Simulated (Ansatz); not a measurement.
Structure: CO2 (P4_2/mnm) from a database of computed structures, at its r2SCAN+rVV10 minimum. Space group P4_2/mnm (No. 136), tetragonal; conventional cell a = 4.193 Å, c = 4.605 Å, 13.49 Å³ an atom. C is surrounded by 2 O at 1.16 Å; O is surrounded by 1 C at 1.16 Å.

```yaml
crystal:
  lattice:
    - [4.19256, 0.00000, 0.00000]
    - [0.00000, 4.19256, 0.00000]
    - [0.00000, 0.00000, 4.60512]
  atoms:
    - { symbol: C, position: [0.50000, 0.50000, 0.50000] }
    - { symbol: C, position: [0.00000, 0.00000, 0.00000] }
    - { symbol: O, position: [0.30427, 0.69573, 0.50000] }
    - { symbol: O, position: [0.69573, 0.30427, 0.50000] }
    - { symbol: O, position: [0.19573, 0.19573, 0.00000] }
    - { symbol: O, position: [0.80427, 0.80427, 0.00000] }
```

The questions ask for values computed with the plane-wave code Ansatz on this geometry. No spin polarisation and no zero-point or thermal motion.

Q: Is there a gap with r2SCAN, and of what kind?

A: With r2SCAN the valence top lies at A and the conduction bottom at Γ, 7.28 eV higher; the smallest vertical gap, at Γ, is 7.78 eV.

Q: What does PBE give for the gap (6×6×6 mesh)?

A: With PBE the valence top lies at A and the conduction bottom at Γ, 6.69 eV higher; the smallest vertical gap, at Γ, is 7.18 eV. The gap differs by -0.59 eV from r2SCAN's.

Q: What does PBE0 give for the gap (4×4×4 mesh)?

A: With PBE0 the valence top lies at A and the conduction bottom at Γ, 9.21 eV higher; the smallest vertical gap, at Γ, is 9.74 eV. The gap differs by +1.93 eV from r2SCAN's.

Q: Estimate the gap with Hartree-Fock on 4×4×4.

A: With Hartree-Fock the valence top lies at A and the conduction bottom at Γ, 16.83 eV higher; the smallest vertical gap, at Γ, is 17.47 eV. The gap differs by +9.55 eV from r2SCAN's.

Q: Order these levels by the gap that they give, smallest first.
A. r2SCAN
B. PBE
C. HSE06
D. Hartree-Fock
E. DDH-PBE0
F. PBE0
G. LDA

A: G (6.38 eV), B (6.69 eV), A (7.28 eV), C (8.42 eV), F (9.21 eV), E (11.62 eV), D (16.83 eV).

Q: What are ε∞ and the Born charges with PBE?

A: The clamped-ion dielectric constant comes out as 2.20 along x and y, 1.79 along z. Born charges, averaged over directions: C +1.50, O -0.75 e.

Q: What do these levels agree on?

A: r2SCAN covers 34 % of the step from PBE to HSE06, while HSE06 needs about 8 times r2SCAN's rough cost (on a coarser mesh). All these functionals give a gap of the same kind, indirect.
